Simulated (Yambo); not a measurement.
# HgTe (Coloradoite) (F-43m) in Yambo: notebook

One crystal, HgTe (Coloradoite), is run at these levels: PBE, PBEsol; tasks: optical spectrum.

Program: Yambo 5.3.0. These are calculated values, not measurements. Logs are shortened: lines on timing, memory, paths and dates and some standing lists are left out, and cuts for length are marked.

## Step 1: The structure

Symmetry: F-43m, No. 216, cubic system. The conventional cell has a = 6.429 Å, b = 6.429 Å, c = 6.429 Å, α = 90.00°, β = 90.00°, γ = 90.00°. Hg (site symmetry -43m) has 4 Te at 2.78 Å as nearest neighbours. Te (site symmetry -43m) is surrounded by 4 Hg at 2.78 Å.

## Step 2: Optical spectrum, PBE

optics2.in reads:

```
optics
chi
tddft
Chimod= "ALDA"
% BndsRnXd
 1 | 38 |
%
NGsBlkXd= 3 Ry
% LongDrXd
 0 | 1 | 0 |
%
% QpntsRXd
 1 | 1 |
%
% EnRngeXd
 0 | 10 | eV
%
% DmRngeXd
 0.05 | 0.05 | eV
%
ETStpsXd= 150
FxcGRLc= 3 Ry
VXCRLvcs= 3 Ry
```

scf.in reads:

```
&CONTROL
  calculation = 'scf'
  prefix = 'pwscf'
  outdir = './tmp'
  pseudo_dir = './pseudo'
/
&SYSTEM
  ibrav = 0
  nat = 2
  ntyp = 2
  ecutwfc = 80
  nbnd = 26
  occupations = 'smearing'
  smearing = 'fd'
  degauss = 0.00367493
  force_symmorphic = .true.
/
&ELECTRONS
  conv_thr = 4d-10
  electron_maxstep = 120
  mixing_beta = 0.5
/
ATOMIC_SPECIES
Hg   200.5920 Hg.upf
Te   127.6000 Te.upf
CELL_PARAMETERS angstrom
   0.0000000000    3.2145000000    3.2145000000
   3.2145000000    0.0000000000    3.2145000000
   3.2145000000    3.2145000000    0.0000000000
ATOMIC_POSITIONS crystal
Hg     0.0000000000    0.0000000000    0.0000000000
Te     0.7500000000    0.7500000000    0.7500000000
K_POINTS automatic
12 12 12 0 0 0
```

nscf.in reads:

```
&CONTROL
  calculation = 'nscf'
  prefix = 'pwscf'
  outdir = './tmp'
  pseudo_dir = './pseudo'
/
&SYSTEM
  ibrav = 0
  nat = 2
  ntyp = 2
  ecutwfc = 80
  nbnd = 38
  occupations = 'smearing'
  smearing = 'fd'
  degauss = 0.00367493
  force_symmorphic = .true.
/
&ELECTRONS
  conv_thr = 1d-08
  diago_full_acc = .true.
  diago_thr_init = 1d-06
/
ATOMIC_SPECIES
Hg   200.5920 Hg.upf
Te   127.6000 Te.upf
CELL_PARAMETERS angstrom
   0.0000000000    3.2145000000    3.2145000000
   3.2145000000    0.0000000000    3.2145000000
   3.2145000000    3.2145000000    0.0000000000
ATOMIC_POSITIONS crystal
Hg     0.0000000000    0.0000000000    0.0000000000
Te     0.7500000000    0.7500000000    0.7500000000
K_POINTS automatic
12 12 12 0 0 0
```

Potentials or basis: PseudoDojo 0.4.1 SR PBE standard.

Run with:

```
OMP_NUM_THREADS=1 pw.x -in scf.in > scf.out
OMP_NUM_THREADS=1 pw.x -in nscf.in > nscf.out
cd tmp/pwscf.save; p2y; mv SAVE ../..; cd ../..
OMP_NUM_THREADS=1 yambo
OMP_NUM_THREADS=1 yambo -F optics2.in -J optics2 -C optics2_out
```

Yambo's report:

```text
[... sections 02.01 to 02.04 as in the set-up run ...]

  [02.05] Energies & Occupations
  ==============================

  [X] === General ===
  [X] Electronic Temperature                        :  0.258606E-1   300.100    [eV K]
  [X] Bosonic    Temperature                        :  0.258606E-1   300.100    [eV K]
  [X] Finite Temperature mode                       : yes
  [X] El. density                                   :  0.54192E+24 [cm-3]
  [X] Fermi Level                                   :  9.169182 [eV]

  [X] === Gaps and Widths ===
  [X] Conduction Band Min                           :  9.169182 [eV]
  [X] Valence Band Max                              :  9.169182 [eV]
  [X] Filled Bands                                  :  16
  [X] Metallic Bands                                :  17  19
  [X] Empty Bands                                   :   20   38

  [X] === Metallic Characters ===
  [X] N of el / N of met el                         :  36.00000   4.00624
  [X] Average metallic occ.                         :  0.333854

  [WARNING] [X] Metallic system

 [03] Transferred momenta grid and indexing
 ==========================================

 IBZ Q-points                                      :   72
 BZ  Q-points                                      :  1728

 K/Q-points units:
 rlu = crystal or reduced units; cc = cartesian coordinates; iku = interal k-units

 Q [ 1]         [rlu]:  0.000000  0.000000  0.000000
 Q [ 2]         [rlu]:  0.11582E-17  0.11582E-17  0.83333E-01
 Q [ 3]         [rlu]:  0.23165E-17  0.23165E-17  0.16667
 Q [ 4]         [rlu]:  0.37051E-17  0.37051E-17  0.25000
 Q [ 5]         [rlu]:  0.46329E-17  0.46329E-17  0.33333
 Q [ 6]         [rlu]:  0.64825E-17  0.64825E-17  0.41667
 Q [ 7]         [rlu]: -0.74102E-17 -0.74102E-17 -0.50000
 Q [ 8]         [rlu]:  0.15538E-18  0.83333E-01  0.83333E-01
 Q [ 9]         [rlu]:  0.92779E-18  0.83333E-01  0.16667
 Q [10]         [rlu]:  0.18556E-17  0.83333E-01  0.25000
 Q [11]         [rlu]:  0.27834E-17  0.83333E-01  0.33333
 Q [12]         [rlu]:  0.64764E-17  0.83333E-01  0.41667
 Q [13]         [rlu]:  0.30551E-16  0.83333E-01  0.50000
 Q [14]         [rlu]: -0.55668E-17  0.83333E-01 -0.41667
 Q [15]         [rlu]: -0.92477E-17  0.83333E-01 -0.33333
[... 33 lines left out ...]
 Q [49]         [rlu]:  0.083333  0.250000  0.333333
 Q [50]         [rlu]:  0.083333  0.250000  0.416667

 Remaining 22 points informations can be written running with -fatlog

 [04] Dipoles
 ============

  [04.01] Setup: observables and procedures
  =========================================

  [WF-Oscillators/G space/Transverse up loader] Normalization (few states)  min/max  :  0.11723E-17   1.0000

  [WR./optics2//ndb.dipoles]------------------------------------------------------
   Brillouin Zone Q/K grids (IBZ/BZ)                :    72  1728    72  1728
   RL vectors                                       :   6735 [WF]
   Fragmentation                                    : yes
   Electronic Temperature                           :  300.1000 [K]
   Bosonic    Temperature                           :  300.1000 [K]
   DIP band range                                   :    1   38
   DIP band range limits                            :  19  17
   DIP e/h energy range                             : -1.000000 -1.000000 [eV]
   RL vectors in the sum                            :   6735
   [r,Vnl] included                                 : yes
   Bands ordered                                    : yes
   Direct v evaluation                              : no
   Approach used                                    : G-space v
   Dipoles computed                                 : R V P [G-space]
   Wavefunctions                                    : Perdew, Burke & Ernzerhof(X)+Perdew, Burke & Ernzerhof(C)

  [WARNING] [r,Vnl^pseudo] included in position and velocity dipoles.

  [WARNING] In case H contains other non local terms, these are neglected

 [05] Optics
 ===========

 [xc] Functional : Perdew, Burke & Ernzerhof(X)+Perdew, Burke & Ernzerhof(C)
 [xc] LIBXC used to calculate xc functional
  PP Number of Atomic Species                      :  2
  NLCC RL compoments                               :   43599
 [X-CG] R(p) Tot o/o(of R):    17888   629554      100

 [WARNING] The system is a metal but Drude term not included.
```

It took 5.9 min on 1 thread of Arm Neoverse V1, shared host; peak memory 1.1 GiB.

What came out:

| Item | Value |
| --- | --- |
| Band gap on the k mesh, mean-field level | none (metal or under the smearing width) |

Dielectric function (along the field direction of the input):
| energy (eV) | real part | imaginary part |
| --- | --- | --- |
| 0.27 | 19.14 | 0.73 |
| 0.60 | 6.31 | 9.57 |
| 0.94 | 19.62 | 8.27 |
| 1.28 | 14.33 | 3.37 |
| 1.61 | 10.68 | 15.57 |
| 1.95 | 12.16 | 6.53 |
| 2.28 | 4.60 | 15.14 |
| 2.62 | 1.19 | 7.45 |
| 2.95 | 1.50 | 9.19 |
| 3.29 | 1.79 | 7.22 |
| 3.62 | 6.23 | 7.90 |
| 3.96 | 3.17 | 8.55 |
| 4.30 | 3.09 | 13.98 |
| 4.63 | -0.91 | 10.17 |
| 4.97 | -1.75 | 5.52 |
| 5.30 | -0.24 | 4.96 |
| 5.64 | 0.20 | 3.60 |
| 5.97 | -0.35 | 8.98 |
| 6.31 | -1.25 | 5.81 |
| 6.64 | -1.93 | 4.15 |
| 6.98 | -1.44 | 3.91 |
| 7.32 | -1.55 | 2.76 |
| 7.65 | -1.96 | 2.49 |
| 7.99 | -1.36 | 1.52 |
| 8.32 | -0.65 | 1.74 |
| 8.66 | -0.97 | 1.66 |
| 8.99 | -0.05 | 1.80 |
| 9.33 | -0.37 | 1.67 |
| 9.66 | -0.63 | 1.89 |
| 10.00 | -1.06 | 1.56 |

Caveat: the LDA kernel is used on GGA states, which is inconsistent by a few percent; the intraband (Drude) term of the metal is left out; the ground state has no gap, which makes the many-body step unreliable; these spectra lack excitons.

## Step 3: Optical spectrum, PBE

optics3.in reads:

```
optics
chi
Chimod= "IP"
% BndsRnXd
 1 | 38 |
%
% LongDrXd
 0 | 1 | 0 |
%
% QpntsRXd
 1 | 1 |
%
% EnRngeXd
 0 | 20 | eV
%
% DmRngeXd
 0.3 | 0.3 | eV
%
ETStpsXd= 300
```

scf.in is that of step 2.

nscf.in is that of step 2.

Potentials or basis: PseudoDojo 0.4.1 SR PBE standard.

Run with:

```
OMP_NUM_THREADS=1 pw.x -in scf.in > scf.out
OMP_NUM_THREADS=1 pw.x -in nscf.in > nscf.out
cd tmp/pwscf.save; p2y; mv SAVE ../..; cd ../..
OMP_NUM_THREADS=1 yambo
OMP_NUM_THREADS=1 yambo -F optics3.in -J optics3 -C optics3_out
```

Yambo's report:

```text
[... sections 02.01 to 02.04 as in the set-up run ...]

  [02.05] Energies & Occupations
  ==============================

  [X] === General ===
  [X] Electronic Temperature                        :  0.258606E-1   300.100    [eV K]
  [X] Bosonic    Temperature                        :  0.258606E-1   300.100    [eV K]
  [X] Finite Temperature mode                       : yes
  [X] El. density                                   :  0.54192E+24 [cm-3]
  [X] Fermi Level                                   :  9.169182 [eV]

  [X] === Gaps and Widths ===
  [X] Conduction Band Min                           :  9.169182 [eV]
  [X] Valence Band Max                              :  9.169182 [eV]
  [X] Filled Bands                                  :  16
  [X] Metallic Bands                                :  17  19
  [X] Empty Bands                                   :   20   38

  [X] === Metallic Characters ===
  [X] N of el / N of met el                         :  36.00000   4.00624
  [X] Average metallic occ.                         :  0.333854

  [WARNING] [X] Metallic system

 [03] Transferred momenta grid and indexing
[... 60 lines left out ...]

 [04] Dipoles
 ============

  [04.01] Setup: observables and procedures
  =========================================

  [WF-Oscillators/G space/Transverse up loader] Normalization (few states)  min/max  :  0.11723E-17   1.0000

  [WR./optics3//ndb.dipoles]------------------------------------------------------
   Brillouin Zone Q/K grids (IBZ/BZ)                :    72  1728    72  1728
   RL vectors                                       :   6735 [WF]
   Fragmentation                                    : yes
   Electronic Temperature                           :  300.1000 [K]
   Bosonic    Temperature                           :  300.1000 [K]
   DIP band range                                   :    1   38
   DIP band range limits                            :  19  17
   DIP e/h energy range                             : -1.000000 -1.000000 [eV]
   RL vectors in the sum                            :   6735
   [r,Vnl] included                                 : yes
   Bands ordered                                    : yes
   Direct v evaluation                              : no
   Approach used                                    : G-space v
   Dipoles computed                                 : R V P [G-space]
   Wavefunctions                                    : Perdew, Burke & Ernzerhof(X)+Perdew, Burke & Ernzerhof(C)

  [WARNING] [r,Vnl^pseudo] included in position and velocity dipoles.

  [WARNING] In case H contains other non local terms, these are neglected

 [05] Optics
 ===========

 [X-CG] R(p) Tot o/o(of R):    17888   629554      100

 [WARNING] The system is a metal but Drude term not included.
```

o-optics3.eps_q1_ip:

```text
# Absorption @ Q(1):   0.00000000      1.00000000      0.00000000    [q->0 direction]
#
# [ X ] Hartree size                              :  1
# [GEN] GF Energies                               : Perdew, Burke & Ernzerhof(X)+Perdew, Burke & Ernzerhof(C)
# [GEN] Green`s Function                          : Retarded
#
# [GEN] Gauge                                     : Length
# [GEN] [r,Vnl] included                          : yes
#
#    E[1] [eV]          Im(eps)            Re(eps)
#
        0.000000          -0.67280E-17        16.94669
        0.066890           0.465981           16.96117
        0.133779           0.959780           16.99983
        0.200669           1.509382           17.04647
        0.267559           2.139874           17.06806
        0.334448           2.861921           17.00805
[... 292 lines left out ...]
        19.93311           0.505753           0.449369
        20.00000           0.502602           0.450590
#
```

It took 5.2 min on 1 thread of Arm Neoverse V1, shared host; peak memory 0.33 GiB.

Results:

```
Band gap on the k mesh, mean-field level : none (metal or under the smearing width)
```

Dielectric function (along the field direction of the input):
```
energy (eV)  real part  imaginary part
       0.27      17.07            2.14
       0.74      14.32            5.26
       1.27      13.21            7.22
       1.74       9.95            9.60
       2.27       6.78            9.54
       2.74       5.52            8.04
       3.28       5.12            7.41
       3.75       5.35            8.62
       4.28       2.62            9.90
       4.82       0.40            7.88
       5.28       0.41            6.94
       5.82      -0.21            7.32
       6.29      -1.95            5.89
       6.82      -2.00            4.33
       7.29      -1.87            3.32
       7.83      -1.36            2.58
       8.36      -0.92            2.34
       8.83      -0.76            2.21
       9.36      -0.85            2.12
       9.83      -0.97            1.72
      10.37      -0.67            1.26
      10.84      -0.41            1.16
      11.37      -0.26            1.10
      11.84      -0.16            1.04
      12.37      -0.13            1.01
      12.91      -0.07            0.86
      13.38       0.03            0.81
      13.91       0.03            0.74
      14.38       0.14            0.62
      14.92       0.26            0.61
      15.38       0.31            0.60
      15.92       0.38            0.57
      16.45       0.49            0.57
      16.92       0.53            0.65
      17.46       0.48            0.70
      17.93       0.41            0.68
      18.46       0.40            0.63
      18.93       0.40            0.54
      19.46       0.45            0.53
      20.00       0.45            0.50
```

Caveat: the intraband (Drude) term of the metal is left out; the ground state has no gap, which makes the many-body step unreliable; independent-particle spectra lack excitons.

(Continued in part 2 of 2.)
